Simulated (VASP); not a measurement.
# ZrSi2 (Cmcm) in VASP: single point with r2SCAN

Aim: the single point of ZrSi2 with r2SCAN.

All numbers are computed with VASP 6.6.1; they aren't measurements. Logs are shortened: lines on timing, memory, paths and dates and some standing lists are left out, and cuts for length are marked.

## 1. The structure

Symmetry: Cmcm, No. 63, orthorhombic system. Conventional cell: a = 3.666 Å, b = 14.590 Å, c = 3.626 Å, α = 90.00°, β = 90.00°, γ = 90.00°. Zr (site symmetry m2m) is surrounded by 10 Si at 2.69 to 2.94 Å. Around Si (site symmetry m2m) lie 4 Si at 2.58 Å and 4 Zr at 2.79 to 2.80 Å. Si (site symmetry m2m) has 2 Si at 2.38 Å and 4 Zr at 2.69 Å as nearest neighbours.

## 2. Single point, r2SCAN

POSCAR

```
ZrSi2
1.0
    1.8331754422      7.2948868285      0.0000000000
    1.8331754422     -7.2948868285      0.0000000000
    0.0000000000      0.0000000000     -3.6261759175
Zr Si
2 4
Direct
    0.1050983555      0.8949016445      0.7500000000
    0.8949016445      0.1050983555      0.2500000000
    0.7498057405      0.2501942595      0.7500000000
    0.2501942595      0.7498057405      0.2500000000
    0.4472849671      0.5527150329      0.7500000000
    0.5527150329      0.4472849671      0.2500000000
```

INCAR.step1

```
SYSTEM = ZrSi2
ALGO = Normal
EDIFF = 1E-4
ENCUT = 520
GGA = PE
ISMEAR = -1
LASPH = .TRUE.
LCHARG = .FALSE.
LREAL = .FALSE.
LWAVE = .TRUE.
NBANDS = 29
NELM = 100
PREC = Accurate
SIGMA = 0.1
```

INCAR.step2

```
SYSTEM = ZrSi2
ALGO = Normal
EDIFF = 1E-6
ENCUT = 520
ISIF = 2
ISMEAR = -1
ISTART = 1
LASPH = .TRUE.
LCHARG = .TRUE.
LELF = .TRUE.
LMIXTAU = .TRUE.
LREAL = .FALSE.
LVHAR = .TRUE.
LWAVE = .FALSE.
METAGGA = R2SCAN
NBANDS = 29
NELM = 100
PREC = Accurate
SIGMA = 0.1
```

KPOINTS

```
k-points
0
G
  6 6 5
  0 0 0
```

Potentials or basis: VASP PAW PBE potentials, release 64 (Zr_sv, Si).

Launch:

```bash
> cat potpaw_PBE.64/Zr_sv/POTCAR potpaw_PBE.64/Si/POTCAR > POTCAR
> cp INCAR.step1 INCAR
> mpirun -np 1 vasp_std > vasp.out
> cp INCAR.step2 INCAR
> mpirun -np 1 vasp_std > vasp.out
```

OUTCAR:

```text
SYSTEM = ZrSi2
   EDIFF = 1E-6
   ENCUT = 520
   ISIF = 2
   ISMEAR = -1
   ISTART = 1
   LASPH = .TRUE.
   LREAL = .FALSE.
   METAGGA = R2SCAN
   NELM = 100
   PREC = Accurate

 ion  position               nearest neighbor table
   1  0.105  0.895  0.750-   6 2.69   6 2.69   6 2.69   6 2.69   4 2.79   4 2.79   3 2.80   3 2.80
                             5 2.94   5 2.94   2 3.56   2 3.56
   2  0.895  0.105  0.250-   5 2.69   5 2.69   5 2.69   5 2.69   3 2.79   3 2.79   4 2.80   4 2.80
                             6 2.94   6 2.94   1 3.56   1 3.56
   3  0.750  0.250  0.750-   4 2.58   4 2.58   4 2.58   4 2.58   2 2.79   2 2.79   1 2.80   1 2.80

   4  0.250  0.750  0.250-   3 2.58   3 2.58   3 2.58   3 2.58   1 2.79   1 2.79   2 2.80   2 2.80

   5  0.447  0.553  0.750-   6 2.38   6 2.38   2 2.69   2 2.69   2 2.69   2 2.69   1 2.94   1 2.94

   6  0.553  0.447  0.250-   5 2.38   5 2.38   1 2.69   1 2.69   1 2.69   1 2.69   2 2.94   2 2.94

  LATTYP: Found a base centered orthorhombic cell.
 ALAT       =     3.6663508844
 B/A-ratio  =     3.9793718924
 C/A-ratio  =     0.9890422471

  Lattice vectors:

 A1 = (   1.8331754422,   7.2948868285,   0.0000000000)
 A2 = (   1.8331754422,  -7.2948868285,   0.0000000000)
 A3 = (   0.0000000000,   0.0000000000,  -3.6261759175)

Analysis of symmetry for initial positions (statically):
=====================================================================
 Subroutine PRICEL returns:
 Original cell was already a primitive cell.

 Routine SETGRP: Setting up the symmetry group for a
 base centered orthorhombic supercell.

 Subroutine GETGRP returns: Found  8 space group operations
 (whereof  4 operations were pure point group operations)
 out of a pool of  8 trial point group operations.

The static configuration has the point symmetry C_2h.
 The point group associated with its full space group is D_2h.

Analysis of symmetry for dynamics (positions and initial velocities):
=====================================================================
 Subroutine PRICEL returns:
 Original cell was already a primitive cell.

 Routine SETGRP: Setting up the symmetry group for a
 base centered orthorhombic supercell.

 Subroutine GETGRP returns: Found  8 space group operations
 (whereof  4 operations were pure point group operations)
 out of a pool of  8 trial point group operations.

The dynamic configuration has the point symmetry C_2h.
 The point group associated with its full space group is D_2h.

 Subroutine INISYM returns: Found  8 space group operations
 (whereof  4 operations are pure point group operations),
 and found     1 'primitive' translations

----------------------------------------------------------------------------------------

                                     Primitive cell

  volume of cell :      96.9843

  direct lattice vectors                    reciprocal lattice vectors
     1.833175442  7.294886829  0.000000000     0.272750763  0.068541159  0.000000000
     1.833175442 -7.294886829  0.000000000     0.272750763 -0.068541159  0.000000000
     0.000000000  0.000000000 -3.626175917     0.000000000  0.000000000 -0.275772611

  length of vectors
     7.521695689  7.521695689  3.626175917     0.281230989  0.281230989  0.275772611

  position of ions in fractional coordinates (direct lattice)
     0.105098355  0.894901645  0.750000000
     0.894901645  0.105098355  0.250000000
     0.749805741  0.250194259  0.750000000
     0.250194259  0.749805741  0.250000000
     0.447284967  0.552715033  0.750000000
     0.552715033  0.447284967  0.250000000

  ion indices of the primitive-cell ions
   primitive index   ion index
                 1           1
                 2           2
                 3           3
                 4           4
                 5           5
                 6           6

----------------------------------------------------------------------------------------

 KPOINTS: k-points

Automatic generation of k-mesh.
 Grid dimensions read from file:
 generate k-points for:    6    6    5

 Generating k-lattice:

  Cartesian coordinates                     Fractional coordinates (reciprocal lattice)
     0.045458460  0.011423527  0.000000000     0.166666667  0.000000000  0.000000000
     0.045458460 -0.011423527  0.000000000     0.000000000  0.166666667  0.000000000
     0.000000000  0.000000000 -0.055154522     0.000000000  0.000000000  0.200000000

  Length of vectors
     0.046871831  0.046871831  0.055154522

  Shift w.r.t. Gamma in fractional coordinates (k-lattice)
     0.000000000  0.000000000  0.000000000

 Subroutine IBZKPT returns following result:
 ===========================================

 Found     39 irreducible k-points:

 Following reciprocal coordinates:
            Coordinates               Weight
  0.000000  0.000000  0.000000      1.000000
  0.166667  0.000000  0.000000      4.000000
  0.333333  0.000000  0.000000      4.000000
  0.500000  0.000000  0.000000      2.000000
  0.166667  0.166667  0.000000      2.000000
  0.333333  0.166667  0.000000      4.000000
[... 16 lines left out ...]
  0.333333  0.333333  0.200000      4.000000
  0.500000  0.333333  0.200000      8.000000
 [... further k-points ...]
   k-points           NKPTS =     39   k-points in BZ     NKDIM =     39   number of bands    NBANDS=     29
   number of dos      NEDOS =    301   number of ions     NIONS =      6
   total plane-waves  NPLWV =  87808
   dimension x,y,z NGX =    56 NGY =   56 NGZ =   28
   dimension x,y,z NGXF=   112 NGYF=  112 NGZF=   56
   ions per type =               2   4
   NGX,Y,Z   is equivalent  to a cutoff of  12.38, 12.38, 12.84 a.u.
   NGXF,Y,Z  is equivalent  to a cutoff of  24.75, 24.75, 25.67 a.u.
 SYSTEM =  ZrSi2
   PREC   = accura    normal or accurate (medium, high low for compatibility)
   ISTART =      1    job   : 0-new  1-cont  2-samecut
   ICHARG =      0    charge: 1-file 2-atom 10-const
   ISPIN  =      1    spin polarized calculation?
   LNONCOLLINEAR =      F non collinear calculations
   LSORBIT =      F    spin-orbit coupling
   LASPH  =      T    aspherical Exc in radial PAW
   ENCUT  =  520.0 eV  38.22 Ry    6.18 a.u.  13.99 13.99  6.74*2*pi/ulx,y,z
   NELM   =    100;   NELMIN=  2; NELMDL=  0     # of ELM steps
   EDIFF  = 0.1E-05   stopping-criterion for ELM
   LREAL  =      F    real-space projection
[... 7 lines left out ...]
   TEBEG  =    0.0;   TEEND  =   0.0 temperature during run
   PSTRESS=    0.0 pullay stress
   NELECT =      40.0000    total number of electrons
   NUPDOWN=      -1.0000    fix difference up-down
   EMIN   =  10.00;   EMAX   =-10.00  energy-range for DOS
   EFERMI =   0.00;   METHOD = LEGACY
   ISMEAR =    -1;   SIGMA  =   0.10  broadening in eV -4-tet -1-fermi 0-gaus
   EFERMI_NEDOS =   21; number of points for ismear=-14 and -15
   IALGO  =     38    algorithm
   IMIX   =      4    mixing-type and parameters
     AMIX     =   0.40;   BMIX     =  1.00
     AMIX_MAG =   1.60;   BMIX_MAG =  1.00
  volume/ion in A,a.u.               =      16.16       109.08
  Fermi-wavevector in a.u.,A,eV,Ry     =   1.218600  2.302819 20.204445  1.484985
  Thomas-Fermi vector in A             =   2.353880
   LORBIT       =      0    0 simple, 1 ext, 2 COOP (PROOUT), +10 PAW based schemes
   METAGGA = R2SCAN    functional components
   LHFCALC =     F    Hartree Fock is set to
   AEXX    =    0.0000 exact exchange contribution
   IVDW    =     0    specifies the selected vdW correction
   LEPSILON=     F    determine dielectric tensor
   LRPA    =     F    only Hartree local field effects (RPA)
 non-spin polarized calculation
  energy-cutoff  :      520.00
  volume of cell :       96.98
 maximum number of plane-waves:      2629
   NGX = 27   NGY = 27   NGZ = 13

 number of electron      39.9999998 magnetization

 Free energy of the ion-electron system (eV)
  ---------------------------------------------------
  ext. energy  EPLUGINS =         0.00000000
  ---------------------------------------------------
  free energy    TOTEN  =       -84.51986513 eV

  energy without entropy =      -84.48114828  energy(sigma->0) =      -84.50050670

 E-fermi :  10.5350     XC(G=0): -12.1815

 val. band max:       10.5285877858   @ k =   0.3333   0.3333   0.0000
 cond. band min:      10.6156757422   @ k =  -0.1667   0.1667   0.0000
 fundamental gap:      0.0870879564
 Fermi energy:        10.5349719998

 k-point     1 :       0.0000    0.0000    0.0000
  band No.  band energies     occupation
      1     -39.8949      2.00000
      2     -39.8785      2.00000
      3     -17.4979      2.00000
      4     -17.3181      2.00000
      5     -17.2925      2.00000
      6     -17.2892      2.00000
[... 21 lines left out ...]
     28      13.6317      0.00000
     29      14.8640      0.00000

 k-point     2 :       0.1667    0.0000    0.0000
  band No.  band energies     occupation
      1     -39.8918      2.00000
      2     -39.8757      2.00000
      3     -17.4856      2.00000
      4     -17.3769      2.00000
      5     -17.3414      2.00000
      6     -17.2890      2.00000
[... 21 lines left out ...]
     28      13.9597      0.00000
     29      14.8383      0.00000

 k-point     3 :       0.3333    0.0000    0.0000
  band No.  band energies     occupation
      1     -39.8856      2.00000
      2     -39.8700      2.00000
      3     -17.4947      2.00000
      4     -17.4590      2.00000
      5     -17.4429      2.00000
      6     -17.2823      2.00000
[... 21 lines left out ...]
     28      14.2036      0.00000
     29      15.3448      0.00000

 k-point     4 :       0.5000    0.0000    0.0000
  band No.  band energies     occupation
      1     -39.8825      2.00000
      2     -39.8672      2.00000
      3     -17.5501      2.00000
      4     -17.4948      2.00000
      5     -17.4458      2.00000
      6     -17.2791      2.00000
[... 597 lines left out ...]
     28      14.4502      0.00000
     29      14.6733      0.00000

 k-point    23 :       0.3333    0.3333    0.2000
  band No.  band energies     occupation
      1     -39.8796      2.00000
      2     -39.8673      2.00000
      3     -17.4795      2.00000
      4     -17.4356      2.00000
      5     -17.4319      2.00000
      6     -17.3427      2.00000
[... 21 lines left out ...]
     28      14.9618      0.00000
     29      15.0748      0.00000

 k-point    24 :       0.5000    0.3333    0.2000
  band No.  band energies     occupation
      1     -39.8855      2.00000
      2     -39.8730      2.00000
      3     -17.4545      2.00000
      4     -17.3644      2.00000
      5     -17.3592      2.00000
      6     -17.3335      2.00000
[... 21 lines left out ...]
     28      14.6856      0.00000
     29      14.7896      0.00000

 [... further k-points ...]
[... 5 lines left out ...]
  --------------------------------------------------------------------------------------
  -------------------------------------------------------------------------------------
  Total        3.0097369      3.0336061      3.0138839      0.0000000      0.0000000      0.0000000
  in kB       49.7207496     50.1150676     49.7892565      0.0000000      0.0000000      0.0000000
  external PRESSURE =      49.8750246 kB  Pullay stress =       0.0000000 kB

 VOLUME and BASIS-vectors are now :
 -----------------------------------------------------------------------------
  energy-cutoff  :      520.00
  volume of cell :       96.98
      direct lattice vectors                 reciprocal lattice vectors
     1.833175442  7.294886829  0.000000000     0.272750763  0.068541159  0.000000000
     1.833175442 -7.294886829  0.000000000     0.272750763 -0.068541159  0.000000000
     0.000000000  0.000000000 -3.626175917     0.000000000  0.000000000 -0.275772611

 POSITION                                       TOTAL-FORCE (eV/Angst)
 -----------------------------------------------------------------------------------
      1.83318     -5.76153     -2.71963         0.000000      0.005866     -0.000000
      1.83318      5.76153     -0.90654         0.000000     -0.005866     -0.000000
      1.83318      3.64461     -2.71963         0.000000      0.001834      0.000000
      1.83318     -3.64461     -0.90654         0.000000     -0.001834      0.000000
      1.83318     -0.76910     -2.71963         0.000000      0.012217     -0.000000
      1.83318      0.76910     -0.90654         0.000000     -0.012217     -0.000000
 -----------------------------------------------------------------------------------
    total drift:                                0.000000     -0.000000      0.000000

  FREE ENERGIE OF THE ION-ELECTRON SYSTEM (eV)
  ---------------------------------------------------
  free  energy   TOTEN  =       -84.5198651327 eV

  energy  without entropy=      -84.4811482758  energy(sigma->0) =      -84.50050670
```

Wall time 7.8 min (1 thread of Intel Xeon Platinum 8259CL at 2.50GHz (Skylake/Cascade Lake), shared host); peak memory 0.36 GiB.

Results:

```
Free energy            : -84.5199 eV
Pressure               : 5.0 GPa
Largest force          : 0.012 eV/Å
Band gap on the k mesh : none (metal or under the smearing width)
```

Forces in eV/Å, atoms in the order of the input:
```
Zr   0.000  0.006  0.000
Zr   0.000 -0.006  0.000
Si   0.000  0.002  0.000
Si   0.000 -0.002  0.000
Si   0.000  0.012  0.000
Si   0.000 -0.012  0.000
```

Caveat: the PAW data sets were made with another functional, which shifts forces and pressure a little.
